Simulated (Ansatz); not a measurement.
# WSe2: the cost of one run

Program: Ansatz 0.2.0. Level of theory: DFT LDA+D3(BJ), scalar-relativistic, plane waves, PAW. These are calculated values, not measurements.

1 further run of the same task is left out (it didn't finish). Runs told in other sessions of the task aren't counted.

### 1 The starting structure

It takes space group P6_3/mmc (No. 194, hexagonal). Conventional cell: a = 3.290 Å, b = 3.290 Å, c = 12.970 Å, α = 90.00°, β = 90.00°, γ = 120.00°. W (site symmetry -6m2) has 6 Se at 2.53 Å in its first shell of neighbours. Se (site symmetry 3m) has 3 W at 2.53 Å in its first shell of neighbours.

Coordinates:

```
W Se
1.0
     3.29000    0.00000    0.00000
    -1.64500    2.84922    0.00000
     0.00000    0.00000   12.97000
W Se
2 4
Direct
  0.33333 0.66667 0.25000
  0.66667 0.33333 0.75000
  0.33333 0.66667 0.62100
  0.66667 0.33333 0.12100
  0.33333 0.66667 0.87900
  0.66667 0.33333 0.37900
```

The structure comes from the Crystallography Open Database.

### 6 The grid

Atoms count from 1 in the order of the input.

One atom moved over a plane, all else fixed.

The axes are (1) shift of W1 along [1 0 0]: 7 values from −0.820 Å; (2) shift of W1 along [1 2 0]: 7 values from −0.820 Å.

Nothing else is relaxed (all other atoms fixed). Energies count from the relaxed crystal. Points are written as (first, second).

(The set-up runs are not shown.)

### 7 The run at (−0.547 Å, −0.820 Å)

Input file input.yaml:

```yaml
crystal:
  lattice:
    - [3.207666071, 0.0, 0.0]
    - [-1.6038330355, 2.7779203043, 0.0]
    - [0.0, 0.0, 12.2281123096]
  atoms:
    - { symbol: W, position: [0.0153054594, 0.3714818125, 0.25] }
    - { symbol: W, position: [0.6666666667, 0.3333333333, 0.75] }
    - { symbol: Se, position: [0.3333333333, 0.6666666667, 0.6131927308] }
    - { symbol: Se, position: [0.6666666667, 0.3333333333, 0.1131927308] }
    - { symbol: Se, position: [0.3333333333, 0.6666666667, 0.8868072692] }
    - { symbol: Se, position: [0.6666666667, 0.3333333333, 0.3868072692] }
basis:
  ecutwfc: 420
kpoints:
  mp_grid: { grid: [12, 12, 4] }
hamiltonian:
  xc: lda
  pseudopotentials: { kind: paw, azcp: { folder: soft_1 } }
  dispersion: d3bj
scf:
  occupations: { method: gaussian, width: 0.05 }
output:
  forces: true
  stress: true
  eigenvalues: true
```

Started as:

```
> ansatz run input.yaml --threads 2 --pin off --max-ram 4096MiB --backend cpu --events-out ev --progress --plain --runs-dir out
```

**Question.** How long does this run take on 2 threads of Arm Neoverse N1, shared host, and how much memory does it need?

About 2.4 min, with a peak of 1.1 GiB.
